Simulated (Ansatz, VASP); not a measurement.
BeTe: VASP beside Ansatz

```xyz
2
Lattice="0.0000 2.7700 2.7700 2.7700 0.0000 2.7700 2.7700 2.7700 0.0000" Properties=species:S:1:pos:R:3 pbc="T T T"
Te    4.1550    4.1550    4.1550
Be    0.0000    0.0000    0.0000
```

Alike in both runs: functional PBEsol; k mesh 6 × 6 × 6; occupations fermi-dirac, width 0.05 eV; no spin polarisation.

|  | VASP | Ansatz |
| --- | --- | --- |
| version | VASP 6.6.1 | Ansatz 0.2.0 |
| potentials or method | VASP PAW PBE potentials, release 64 (Te, Be), cutoff 520 eV | all-electron LAPW, scalar-relativistic |
| task | single point | band structure |

```csv
,VASP,Ansatz,Ansatz less VASP
gap on the k mesh at the Fermi level (eV),1.73,1.75,+0.019
least direct gap on the mesh (eV),3.55,3.58,+0.023
pressure (GPa),2.6,2.3,-0.30
```

Ansatz ran all-electron here, so the differences hold the error of VASP's frozen core and of both bases.

Caveats: spin-orbit coupling is left out, which moves the levels of the heavy elements; the PAW data sets were made with another functional, which shifts forces and pressure a little (VASP). A k mesh can miss the band edges. As with any semilocal functional, this PBEsol gap is likely too small.
